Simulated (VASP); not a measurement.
**Au: equation of state with PBE+D3(BJ)**

**The experiment to reproduce.**

From “Exploring toroidal anvil profiles for larger sample volumes above 4 Mbar”, 2024, pmc:11102561, for a bulk crystal of Au: bulk modulus 167 GPa.

Crystal: Au.

```xyz
1
Lattice="0.0000 2.0522 2.0522 2.0522 0.0000 2.0522 2.0522 2.0522 0.0000" Properties=species:S:1:pos:R:3 pbc="T T T"
Au    0.0000    0.0000    0.0000
```

- Program: VASP 6.6.1
- Task: equation of state
- Functional: PBE
- Dispersion: D3(BJ)
- Potentials or basis: VASP PAW PBE potentials, release 64 (Au)
- Cutoff: 520 eV
- k mesh: 10 × 10 × 10
- Occupations: fermi-dirac, width 0.05 eV
- Spin: no spin polarisation

The equilibrium volume is 17.30 Å³/atom and the bulk modulus is 160 GPa. The pressure derivative of the bulk modulus is 5.6 (rough: it moves with the points fitted).

Energy against volume, from the lowest point:
| volume (Å³/atom) | energy (meV/atom) |
| --- | --- |
| 16.594 | 15.80 |
| 16.940 | 3.95 |
| 17.286 | 0.00 |
| 17.631 | 2.98 |
| 17.977 | 12.04 |

All runs of the series together: 48 s on 1 thread of AMD EPYC 7R13 Processor (Zen 3), with other jobs on the host.

Against the measured bulk modulus of Au, 167 GPa (quoted in “Exploring toroidal anvil profiles for larger sample volumes above 4 Mbar”, 2024, pmc:11102561), the calculated 160 GPa is off by -4.5 %. The fit is for a static lattice scaled at fixed shape and fixed fractional positions.

Spin-orbit coupling is left out, which matters for the levels of Au.
